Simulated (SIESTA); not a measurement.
The system is WS2.

```xyz
3
Lattice="1.5790 0.9116 6.1633 -1.5790 0.9116 6.1633 0.0000 -1.8233 6.1633" Properties=species:S:1:pos:R:3 pbc="T T T"
W     0.0000    0.0000    0.0000
S     0.0000    0.0000   10.7427
S     0.0000    0.0000   13.8730
```

Measurements of this composition are mostly on another form, of space group No. 194.

Base run:

| Quantity | Value |
| --- | --- |
| Program | SIESTA 5.4.2 |
| Functional | BLYP |
| Potentials or basis | PseudoDojo 0.4 standard (PBE files) |
| Basis | DZP (energy shift 0.003 Ry; two zetas on semicore shells) |
| Grid cutoff | 800 Ry |
| Energy shift | 0.003 Ry |
| k mesh | 10 × 10 × 10 |
| Occupations | fermi-dirac, width 0.05 eV |
| Spin | no spin polarisation |

Its results: band gap on the k mesh 1.15 eV, indirect (least direct gap 2.27 eV); pressure 15.5 GPa; largest force 1.367 eV/Å.

The run is repeated on the same cell with these changes: functional from BLYP to PBEsol; potentials or basis from PseudoDojo 0.4 standard (PBE files) to PseudoDojo 0.4 standard (PBEsol files). What comes out?

Band gap on the k mesh 1.09 eV, indirect (least direct gap 2.29 eV); pressure 2.5 GPa; largest force 0.712 eV/Å.

Caveats: short orbitals over semicore shells can move pressures by several GPa; spin-orbit coupling is left out, which moves the levels of the heavy elements; the basis of atomic orbitals isn't converged, which shifts pressures, moduli and gaps; the potentials were made for another functional, which shifts forces and pressure (some runs).

A k mesh can miss the band edges.

Not every run made on this cell is shown here.
